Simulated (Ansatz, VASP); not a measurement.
**Ni3O in VASP and in Ansatz**

File INCAR:

```
SYSTEM = Ni3O
PREC     = Accurate       ! precision mode
ENCUT    = 520            ! plane-wave cutoff, eV
EDIFF    = 1E-6           ! SCF threshold, eV
ISMEAR   = 0              ! smearing method
SIGMA    = 0.1            ! smearing width, eV
LREAL    = .False.        ! projectors in reciprocal space
LASPH    = .True.         ! aspherical terms in the spheres
NELM     = 150            ! most SCF steps
ALGO     = Normal         ! electronic algorithm
ISIF     = 2              ! what is computed and relaxed
LWAVE    = .False.        ! write WAVECAR
LCHARG   = .True.         ! write CHGCAR
ISPIN    = 2              ! spin polarisation
MAGMOM   = 2 2 2 0        ! initial moments
LORBIT   = 11             ! projections on sites
LMAXMIX  = 4              ! l up to which the mixer works
GGA      = PE             ! functional
LELF     = .True.         ! ELF
LVHAR    = .True.       
NBANDS   = 30             ! bands
```

KPOINTS

```
Automatic mesh
0
Gamma
  6 6 6
  0 0 0
```

POSCAR

```
Ni3O
1.0
    3.6619385500      0.0000000000      0.0000000000
    0.0000000000      3.6619385500      0.0000000000
    0.0000000000      0.0000000000      3.6619385500
Ni O
3 1
Direct
    0.0000000000      0.5000000000      0.5000000000
    0.5000000000      0.5000000000      0.0000000000
    0.5000000000      0.0000000000      0.5000000000
    0.0000000000      0.0000000000      0.0000000000
```

Input for Ansatz:

```yaml
crystal:
  lattice:
    - [3.66193855, 0.0, 0.0]
    - [0.0, 3.66193855, 0.0]
    - [0.0, 0.0, 3.66193855]
  atoms:
    - { symbol: Ni, position: [0.0, 0.5, 0.5], spin: 2.0 }
    - { symbol: Ni, position: [0.5, 0.5, 0.0], spin: 2.0 }
    - { symbol: Ni, position: [0.5, 0.0, 0.5], spin: 2.0 }
    - { symbol: O, position: [0.0, 0.0, 0.0] }
basis:
  ecutwfc: 420
kpoints:
  mp_grid: { grid: [6, 6, 6] }
hamiltonian:
  xc: pbe
scf:
  occupations: { method: gaussian, width: 0.1 }
  lower_state_search: "off"
output:
  forces: true
  stress: true
  eigenvalues: true
  populations: true
magnetization:
  spin_polarized: true
```

Change from the starting cell: species swapped into the NdHo3 type (Pm-3m, No. 221).

Alike in both runs: task single point; functional PBE; k mesh 6 × 6 × 6; occupations gaussian, width 0.1 eV; collinear spin.

|  | VASP | Ansatz |
| --- | --- | --- |
| version | VASP 6.6.1 | Ansatz 0.2.0 |
| potentials or method | VASP PAW PBE potentials, release 64 (Ni, O) | scalar-relativistic, plane waves, PAW |
| plane-wave cutoff (eV) | 520 | 420 |
| valence electrons in the cell | 36 | 60 |

```csv
,VASP,Ansatz,Ansatz less VASP
gap on the k mesh at the Fermi level (eV),none,none,-
pressure (GPa),-17.0,-16.8,+0.18
net moment per atom (μB),0.84,0.88,+0.049
size of the moment on the site where the two differ most (μB),0.38,0.48,+0.094
```

Site moments also hang on the region over which each program counts them. A gap of «none» marks a metal or a gap that the smearing closes. The functional is the same, so the differences come from potentials, cutoffs and numerics. The two sets of potentials don't hold the same shells in valence.

Caveats: so large a pressure means that the cell lies far from this level's equilibrium, or that cutoff or potentials fall short (VASP); semilocal functionals often make such compounds metallic where correlation or magnetic order opens a gap, which also shifts bond lengths.
